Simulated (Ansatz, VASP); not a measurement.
## One calculation of Al, two programs

Contents of INCAR:

```
SYSTEM = Al
PREC = Accurate ; ENCUT = 520
EDIFF = 1E-7 ; ISMEAR = -1
SIGMA = 0.05 ; LREAL = .FALSE.
LASPH = .TRUE. ; NELM = 60
ALGO = Fast ; ISIF = 2
LWAVE = .FALSE. ; LCHARG = .FALSE.
GGA = PE ; NBANDS = 10
```

File KPOINTS:

```
regular mesh
0
G
  7 7 10
  0 0 0
```

File POSCAR:

```
Al
1.0
    4.4916000000      0.0000000000      0.0000000000
   -2.2458000000      3.8898400000      0.0000000000
    0.0000000000      0.0000000000      2.7226000000
Al
2
Direct
    0.3333300000      0.6666700000      0.0000000000
    0.6666700000      0.3333300000      0.0000000000
```

The input input.yaml:

```yaml
crystal:
  lattice:
    - [4.4916, 0.0, 0.0]
    - [-2.2458, 3.88984, 0.0]
    - [0.0, 0.0, 2.7226]
  atoms:
    - { symbol: Al, position: [0.33333, 0.66667, 0.0] }
    - { symbol: Al, position: [0.66667, 0.33333, 0.0] }
hamiltonian:
  xc: pbe
  pseudopotentials: { kind: paw }
kpoints:
  mp_grid: { grid: [7, 7, 10] }
scf:
  occupations: { method: fermi_dirac, width: 0.05 }
output:
  forces: true
  stress: true
  eigenvalues: true
```

The cell was built by a generator and needn't be a form met in nature.

Alike in both runs: task single point; functional PBE; k mesh 7 × 7 × 10; occupations fermi-dirac, width 0.05 eV; no spin polarisation.

```csv
,VASP,Ansatz
version,VASP 6.6.1,Ansatz 0.2.0
potentials or method,"VASP PAW PBE potentials, release 64 (Al)",Ansatz PAW
plane-wave cutoff (eV),520,420
valence electrons in the cell,6,6
```

Ansatz gave:

```
gap on the k mesh at the Fermi level (eV)       : none
pressure (GPa)                                  : 1.7
largest component of the traceless stress (GPa) : 0.72
```

Question: Which values does VASP return?

Answer: gap on the k mesh at the Fermi level (eV): none; pressure (GPa): 1.6; largest component of the traceless stress (GPa): 0.70.

A gap of «none» marks a metal or a gap that the smearing closes.
